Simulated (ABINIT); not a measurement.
Crystal: ZnSe (Stilleite).

```
CELL_PARAMETERS angstrom
0.00000 2.83380 2.83380
2.83380 0.00000 2.83380
2.83380 2.83380 0.00000
ATOMIC_POSITIONS crystal
Se 0.75000 0.75000 0.75000
Zn 0.00000 0.00000 0.00000
```

Base run:

| Item | Value |
| --- | --- |
| Program | ABINIT 10.8.3 (patched build) |
| Functional | PBEsol |
| Potentials or basis | PseudoDojo NC SR PBEsol v0.4.1 standard |
| Cutoff | 1061 eV |
| k mesh | 6 × 6 × 6 |
| Occupations | fermi-dirac, width 0.05 eV |
| Spin | no spin polarisation |

Its results: band gap on the k mesh 1.17 eV, direct; pressure -1.6 GPa.

The run is repeated on the same cell with these changes: functional from PBEsol to PBE; potentials or basis from PseudoDojo NC SR PBEsol v0.4.1 standard to PseudoDojo NC SR PBE v0.4.1 standard; cutoff from 1061 eV to 1170 eV. What comes out?

Band gap on the k mesh 1.29 eV, direct; pressure 2.1 GPa.

